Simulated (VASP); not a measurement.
Input of a VASP 6.6.1 run:

Contents of run.py:

```python
from ase.calculators.vasp import Vasp
from ase.eos import EquationOfState
from ase.io import Trajectory
from ase.io import read
from ase.units import GPa

atoms = read('POSCAR')
calc = Vasp(
    directory='calc',
    xc='optpbe-vdw',
    pp='PBE',
    setups='recommended',
    prec='Accurate',
    encut=520,
    ediff=1e-06,
    ismear=1,
    sigma=0.1,
    lreal=False,
    lasph=True,
    nelm=60,
    algo='Normal',
    isif=2,
    lwave=False,
    lcharg=False,
    kpts=[10, 10, 10],
    gamma=True,
)
atoms.calc = calc
cell = atoms.cell.copy()
volumes, energies = [], []
traj = Trajectory('eos.traj', 'w')
for x in [0.94, 0.96, 0.98, 1.0, 1.02, 1.04, 1.06]:
    atoms.set_cell(cell * x ** (1 / 3), scale_atoms=True)
    volumes.append(atoms.get_volume())
    energies.append(atoms.get_potential_energy())
    traj.write(atoms)
    print(f'{x:5.2f} {volumes[-1]:12.5f} {energies[-1]:14.6f}')

v0, e0, B = EquationOfState(volumes, energies, eos='vinet').fit()
print(f'V0 = {v0:.4f} A^3, E0 = {e0:.6f} eV, B = {B / GPa:.2f} GPa')
```

POSCAR

```
Cd
1.0
    0.0000000000      2.2181497500      2.2181497500
    2.2181497500      0.0000000000      2.2181497500
    2.2181497500      2.2181497500      0.0000000000
Cd
1
Direct
    0.0000000000      0.0000000000      0.0000000000
```

Potentials or basis: VASP PAW PBE potentials, release 64 (Cd).

Command:

```sh
$ python run.py
```

Question: Predict the bulk modulus.

Answer: 40 GPa (rough).

Question: Predict the equilibrium volume.

Answer: 23.46 Å³/atom (rough: see the caveat).

Energy against volume, from the lowest point:
```
volume (Å³/atom)  energy (meV/atom)
          20.518              61.28
          20.954              42.23
          21.391              27.23
          21.827              15.96
          22.264               7.93
          22.701               2.71
          23.137               0.00
```

Caveat: the minimum lies outside the volumes run; the PAW data sets were made with another functional, which shifts forces and pressure a little.
